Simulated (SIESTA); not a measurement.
**FeCo (Wairauite) under changes of volume**

One of the cells (11.893 Å³/atom); the others are scaled copies at fixed shape and fractional positions:

```
Co Fe
1.0
     2.87592    0.00000    0.00000
     0.00000    2.87592    0.00000
     0.00000    0.00000    2.87592
Co Fe
1 1
Direct
  0.00000 0.00000 0.00000
  0.50000 0.50000 0.50000
```

| Quantity | Value |
| --- | --- |
| Program | SIESTA 5.4.2 |
| Functional | PBE |
| Potentials or basis | PseudoDojo 0.4 standard (PBE files) |
| Basis | DZP (energy shift 0.003 Ry; two zetas on semicore shells) |
| Grid cutoff | 800 Ry |
| Energy shift | 0.003 Ry |
| k mesh | 9 × 9 × 9 |
| Occupations | fermi-dirac, width 0.05 eV |
| Spin | collinear spin, ferromagnetic start |
| Starting moments | [2.0, 3.0] μB |

| volume (Å³/atom) | energy over the lowest point (meV/atom) | pressure (GPa) | moment (μB per cell) |
| --- | --- | --- | --- |
| 10.960 | 15.10 | 9.8 | 4.46 |
| 11.194 | 4.12 | 5.1 | 4.52 |
| 11.427 | 0.00 | 0.8 | 4.57 |
| 11.893 | 8.02 | -6.7 | 4.64 |
| 12.126 | 19.82 | -9.5 | 4.67 |
| 12.360 | ? | ? | ? |

Question: What does the run at 12.360 Å³/atom give?

Answer: Energy over the lowest point 35.55 meV/atom; pressure -12.5 GPa; moment 4.69 μB per cell.

Worked out: A Birch-Murnaghan fit of order 3 (a polynomial in V^(-2/3)) to the other rows has its minimum at 11.48 Å³/atom with B0 = V·E''(V) = 193 GPa and B' = 3.3. It gives 36.05 meV/atom at 12.360 Å³/atom, against the run's 35.55, and -dE/dV = -12.6 GPa, against -12.5. A parabola through the other rows of the moment, of slope 0.0549 μB per Å³/atom there, extrapolates to 4.69 μB, against the run's 4.69.

Energies are extrapolated to zero smearing.

Caveats: short orbitals over semicore shells can move pressures by several GPa; the basis of atomic orbitals isn't converged, which shifts pressures, moduli and gaps.
